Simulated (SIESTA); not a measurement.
Gd:

```
Gd
1.0
     3.63600    0.00000    0.00000
    -1.81800    3.14887    0.00000
     0.00000    0.00000    5.78260
Gd
2
Direct
  0.66667 0.33333 0.75000
  0.33333 0.66667 0.25000
```

```yaml
Program: SIESTA 5.4.2
Task: single point
Functional: PBE
Potentials_or_basis: PseudoDojo 3+ lanthanides (4f in the core) (PBE files)
Basis: DZP (energy shift 0.003 Ry; two zetas on semicore shells)
Grid_cutoff: 800 Ry
Energy_shift: 0.003 Ry
k_mesh: 8 × 8 × 5
Occupations: fermi-dirac, width 0.05 eV
Spin: collinear spin, ferromagnetic start
Starting_moments: "[7.0, 7.0] μB"
```

On this cell: pressure -0.3 GPa; largest force under 0.003 eV/Å; net moment 0.00 μB per cell; band gap on the k mesh none (metal or under the smearing width).

The same run follows on a disturbed copy (atoms moved at random, drawn with an rms of 0.05 Å):

```
CELL_PARAMETERS angstrom
3.63600 0.00000 0.00000
-1.81800 3.14887 0.00000
0.00000 0.00000 5.78260
ATOMIC_POSITIONS crystal
Gd 0.66808 0.35251 0.75466
Gd 0.32949 0.65511 0.25373
```

What does the disturbed cell give?

The energy (extrapolated to zero smearing) moves by +1.9 meV/atom; pressure -0.3 GPa; largest force 0.090 eV/Å; net moment 0.00 μB per cell; band gap on the k mesh none (metal or under the smearing width).

Forces in eV/Å, atoms in the order of the input:
```
Gd   0.037 -0.080 -0.013
Gd  -0.037  0.080  0.013
```

Stress tensor (GPa, compression positive):
```
-0.22 -0.08 -0.01
-0.08 -0.66  0.01
-0.01  0.01 -0.16
```

Caveats: spin-orbit coupling is left out, which moves the levels of the heavy elements; the 4f electrons are frozen in the core as for a trivalent ion, so they carry no moment and show no levels; the basis of atomic orbitals isn't converged, which shifts pressures, moduli and gaps.
